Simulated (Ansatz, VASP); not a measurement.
# TiN: VASP beside Ansatz

INCAR

```
SYSTEM = TiN
  PREC = Accurate
  ENCUT = 520
  EDIFF = 1E-7
  ISMEAR = -1
  SIGMA = 0.05
  LREAL = .FALSE.
  LASPH = .TRUE.
  NELM = 80
  ALGO = Normal
  ISIF = 2
  LWAVE = .FALSE.
  LCHARG = .FALSE.
  GGA = PE
  NBANDS = 16
```

The input KPOINTS:

```
regular mesh
0
G
  10 10 10
  0 0 0
```

Contents of POSCAR:

```
TiN
1.0
    0.0000000000      2.1220000000      2.1220000000
    2.1220000000      0.0000000000      2.1220000000
    2.1220000000      2.1220000000      0.0000000000
Ti N
1 1
Direct
    0.0000000000      0.0000000000      0.0000000000
    0.5000000000      0.5000000000      0.5000000000
```

Input for Ansatz:

```yaml
crystal:
  lattice:
    - [0.0, 2.122, 2.122]
    - [2.122, 0.0, 2.122]
    - [2.122, 2.122, 0.0]
  atoms:
    - { symbol: Ti, position: [0.0, 0.0, 0.0] }
    - { symbol: "N", position: [0.5, 0.5, 0.5] }
kpoints:
  mp_grid: { grid: [10, 10, 10] }
scf:
  occupations: { method: fermi_dirac, width: 0.05 }
hamiltonian:
  xc: pbe
  pseudopotentials: { kind: all_electron, lapw: { basis_error: 0.0005 } }
output:
  forces: true
  stress: true
  eigenvalues: true
```

Alike in both runs: task single point; functional PBE; k mesh 10 × 10 × 10; occupations fermi-dirac, width 0.05 eV; no spin polarisation.

|  | VASP | Ansatz |
| --- | --- | --- |
| version | VASP 6.6.1 | Ansatz 0.2.0 |
| potentials or method | VASP PAW PBE potentials, release 64 (Ti_sv, N) | all-electron LAPW, scalar-relativistic |
| plane-wave cutoff (eV) | 520 | see its input |

|  | VASP | Ansatz | Ansatz less VASP |
| --- | --- | --- | --- |
| pressure (GPa) | 1.0 | 0.5 | -0.46 |

Ansatz ran all-electron here, so the differences hold the error of VASP's frozen core and of both bases.
